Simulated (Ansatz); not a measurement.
# CsBr: the cost of one run

Computed with Ansatz 0.2.0 (DFT PBE, scalar-relativistic, plane waves, PAW, unless a step's input says otherwise).

The COD entry's cell or inner coordinates are ideal or old and differ from later refinements, so a difference from it is no clean test against experiment.

1 further run of the same task is left out (set aside as unsound or not needed).

**1. The system as given**

It takes space group Pm-3m (No. 221, cubic). Conventional cell: a = 4.389 Å, b = 4.389 Å, c = 4.389 Å, α = 90.00°, β = 90.00°, γ = 90.00°. Cs (site symmetry m-3m) has 8 Br at 3.80 Å as nearest neighbours. Around Br (site symmetry m-3m) lie 8 Cs at 3.80 Å.

Coordinates:

```cif
data_structure
_symmetry_space_group_name_H-M 'Pm-3m'
_symmetry_Int_Tables_number 221
_cell_length_a 4.3893
_cell_length_b 4.3893
_cell_length_c 4.3893
_cell_angle_alpha 90.000
_cell_angle_beta 90.000
_cell_angle_gamma 90.000
_cell_volume 84.56
loop_
_atom_site_label
_atom_site_type_symbol
_atom_site_symmetry_multiplicity
_atom_site_Wyckoff_symbol
_atom_site_fract_x
_atom_site_fract_y
_atom_site_fract_z
_atom_site_occupancy
Cs1 Cs 1 a 0.00000 0.00000 0.00000 1
Br1 Br 1 b 0.50000 0.50000 0.50000 1
```

It is the result of an earlier relaxation at this level (volume 42.28 Å³/atom; gap on the mesh: 4.25 eV).

**2. Bands, states and charges**

input.yaml reads:

```yaml
crystal:
  lattice:
    - [4.3893102659, 0.0, 0.0]
    - [0.0, 4.3893102659, 0.0]
    - [0.0, 0.0, 4.3893102659]
  atoms:
    - { symbol: Cs, position: [0.0, 0.0, 0.0] }
    - { symbol: Br, position: [0.5, 0.5, 0.5] }
basis:
  ecutwfc: 420
kpoints:
  mp_grid: { grid: [6, 6, 6] }
  band_path:
    path:
      - [[0.0, 0.0, 0.0], [0.0, 0.5, 0.0], [0.5, 0.5, 0.0], [0.0, 0.0, 0.0], [0.5, 0.5, 0.5], [0.0, 0.5, 0.0]]
      - [[0.5, 0.5, 0.5], [0.5, 0.5, 0.0]]
    npoints: 14
hamiltonian:
  xc: pbe
scf:
  occupations: { method: gaussian, width: 0.02 }
  n_extra_bands: 6
output:
  forces: true
  stress: true
  eigenvalues: true
  populations: true
  dos: { projected: true, de: 0.02, nscf_kmesh: { grid: [9, 9, 9] } }
  bader: true
  write_density: true
  write_potential: true
  elf: true
  volumetric_format: npy
```

Run with:

```console
$ ansatz run input.yaml --threads 1 --pin off --max-ram 2560MiB --backend cpu --events-out ev --progress --plain --runs-dir out
```

Q: Estimate wall time and peak memory on 1 thread of Arm Neoverse V1, shared host.

About 12 s, with a peak of 0.32 GiB.
